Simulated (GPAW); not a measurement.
Runs of GPAW 26.7.0 on Be. It takes space group P6_3/mmc (No. 194, hexagonal). Conventional cell: a = 2.285 Å, b = 2.285 Å, c = 3.584 Å, α = 90.00°, β = 90.00°, γ = 120.00°. Around Be (site symmetry -6m2) lie 12 Be at 2.23 to 2.29 Å. 

```csv
task,level,potentials or basis,cell,k mesh,smearing,optimizer,fmax,max steps,band path,band points,gap on the mesh (eV),pressure (GPa),relaxed volume (Å³/atom)
relaxation of cell and atoms,PBEsol+D3,"PAW data sets generated in the run's folder for this functional, pw",relaxed,11 × 11 × 6,fermi-dirac 0.05 eV,FIRE,0.02 eV/Å,60,-,-,none,0.1,7.53
band structure,PBEsol,"PAW data sets generated in the run's folder for this functional, pw",as given,11 × 11 × 6,fermi-dirac 0.05 eV,-,-,-,"GMKGALHA,LM,KH",100,-,(b),-
single point,RPBE,"the program's PAW data sets (release 1.2.1) made for this functional, pw",as given,13 × 13 × 8,gaussian 0.02 eV,-,-,-,-,-,none,1.9,-
relaxation of cell and atoms,RPBE+D3,"the program's PAW data sets (release 1.2.1) made for this functional, pw",relaxed,11 × 11 × 6,fermi-dirac 0.05 eV,BFGS,0.01 eV/Å,60,-,-,none,-0.1,(a)
single point,LDA,"the program's PAW data sets (release 1.2.1) made for this functional, pw",as given,13 × 13 × 8,gaussian 0.05 eV,-,-,-,-,-,none,-7.0,-
relaxation of cell and atoms,RPBE+D4,"the program's PAW data sets (release 1.2.1) made for this functional, pw",relaxed,11 × 11 × 6,fermi-dirac 0.05 eV,LBFGS,0.05 eV/Å,40,-,-,none,0.1,7.91
band structure,LDA,"PAW data sets generated in the run's folder for this functional, pw",as given,11 × 11 × 6,fermi-dirac 0.05 eV,-,-,-,"GMKGALHA,LM,KH",60,-,-8.3,-
```

Alike in all rows: no spin polarisation; cutoff (eV) 800.

Problem. Estimate the missing entries.

Solution. (a) 7.60; (b) -4.0.

Caveats: later steps reuse the first step's grids (some runs); pairwise dispersion overbinds metals, which lowers pressure and volume (some runs).

A gap of «none» marks a metal or a gap under the smearing width.

Runs at the PBE level aren't shown here.
